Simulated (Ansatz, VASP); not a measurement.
Li: VASP beside Ansatz

The input INCAR:

```
SYSTEM = Li
PREC     = Accurate       ! precision mode
ENCUT    = 600            ! plane-wave cutoff, eV
EDIFF    = 1E-6           ! SCF threshold, eV
ISMEAR   = 1              ! smearing method
SIGMA    = 0.1            ! smearing width, eV
LREAL    = .False.        ! projectors in reciprocal space
LASPH    = .True.         ! aspherical terms in the spheres
NELM     = 60             ! most SCF steps
ALGO     = Normal         ! electronic algorithm
ISIF     = 3              ! what is computed and relaxed
LWAVE    = .False.        ! write WAVECAR
LCHARG   = .False.        ! write CHGCAR
GGA      = PE             ! functional
IBRION   = 2              ! ionic algorithm
NSW      = 80             ! ionic steps
EDIFFG   = -0.005         ! ionic threshold
```

Contents of KPOINTS:

```
Automatic mesh
0
Gamma
  20 20 20
  0 0 0
```

POSCAR

```
Li
1.0
    3.4700000000      0.0000000000      0.0000000000
    0.0000000000      3.4700000000      0.0000000000
    0.0000000000      0.0000000000      3.4700000000
Li
2
Direct
    0.0000000000      0.0000000000      0.0000000000
    0.5000000000      0.5000000000      0.5000000000
```

Input for Ansatz:

```yaml
crystal:
  lattice:
    - [3.47, 0.0, 0.0]
    - [0.0, 3.47, 0.0]
    - [0.0, 0.0, 3.47]
  atoms:
    - { symbol: Li, position: [0.0, 0.0, 0.0] }
    - { symbol: Li, position: [0.5, 0.5, 0.5] }
scf:
  occupations: { method: methfessel_paxton, width: 0.1 }
output:
  forces: true
  stress: true
  eigenvalues: true
  write_density: true
  write_potential: true
  elf: true
  volumetric_format: npy
hamiltonian:
  xc: pbe
kpoints:
  mp_grid: { grid: [20, 20, 20] }
relax:
  f_tol: 0.005
  cell: { stress_tol: 0.02 }
```

Alike in both runs: task relaxation of cell and atoms; functional PBE; k mesh 20 × 20 × 20; occupations methfessel-paxton of order 1, width 0.1 eV; no spin polarisation.

```csv
,VASP,Ansatz
version,VASP 6.6.1,Ansatz 0.2.0
potentials or method,"VASP PAW PBE potentials, release 64 (Li_sv)","scalar-relativistic, plane waves, PAW"
plane-wave cutoff (eV),600,420
valence electrons in the cell,6,6
```

|  | VASP | Ansatz | Ansatz less VASP |
| --- | --- | --- | --- |
| gap on the k mesh at the Fermi level, each at its own relaxed structure (eV) | none | none | - |
| relaxed volume (Å³/atom) | 20.10 | 20.24 | +0.143 |
| relaxed cell length with the largest relative difference (Å) | 3.425 | 3.434 | +0.0081 |
| energy change over the relaxation (meV/atom) | -1 | -1 | +0.5 |

A gap of «none» marks a metal or a gap that the smearing closes.

Caveats: the cutoff is under 1.25 times the usual one of these potentials, so pressure, stress and relaxed cells hold a basis-set (Pulay) error (VASP).
